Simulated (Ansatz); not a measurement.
Here is an Ansatz 0.2.0 calculation.

Contents of input.yaml:

```yaml
crystal:
  lattice:
    - [-2.9401404553, 2.9401404553, 1.5993019889]
    - [2.9401404553, -2.9401404553, 1.5993019889]
    - [2.9401404553, 2.9401404553, -1.5993019889]
  atoms:
    - { symbol: Sn, position: [0.0, 0.0, 0.0] }
    - { symbol: Sn, position: [0.75, 0.25, 0.5] }
hamiltonian:
  xc: hse06
  pseudopotentials: { kind: paw }
kpoints:
  mp_grid: { grid: [5, 5, 5] }
scf:
  occupations: { method: fermi_dirac, width: 0.05 }
output:
  forces: true
  stress: true
  write_density: true
  write_potential: true
  elf: true
  volumetric_format: npy
relax:
  f_tol: 0.01
  max_steps: 40
  cell: { stress_tol: 0.05 }
```

Potentials or basis: Ansatz PAW.

Run with:

```bash
$ ansatz run input.yaml --threads 2 --pin off --max-ram 5632MiB --backend cpu --events-out ev --progress --plain --runs-dir out
```

Question: Predict the space group after relaxing (to 0.05 Å).

Answer: I4_1/amd (No. 141).

Question: Predict the relaxed volume.

Answer: 27.46 Å³/atom.

Final structure:
```cif
data_structure
_symmetry_space_group_name_H-M 'P 1'
_symmetry_Int_Tables_number 1
_cell_length_a 4.5127
_cell_length_b 4.5127
_cell_length_c 4.5127
_cell_angle_alpha 96.526
_cell_angle_beta 96.526
_cell_angle_gamma 140.598
_cell_volume 54.92
loop_
_atom_site_label
_atom_site_type_symbol
_atom_site_fract_x
_atom_site_fract_y
_atom_site_fract_z
_atom_site_occupancy
Sn1 Sn 0.00000 0.00000 0.00000 1
Sn2 Sn 0.75000 0.25000 0.50000 1
```

Caveat: the k mesh is coarse (spacing up to 0.45 Å⁻¹), so the values aren't converged, least of all with exact exchange; the PAW data sets come from PBE, with cores solved anew for the run's functional, which leaves a small shift of forces and pressure.
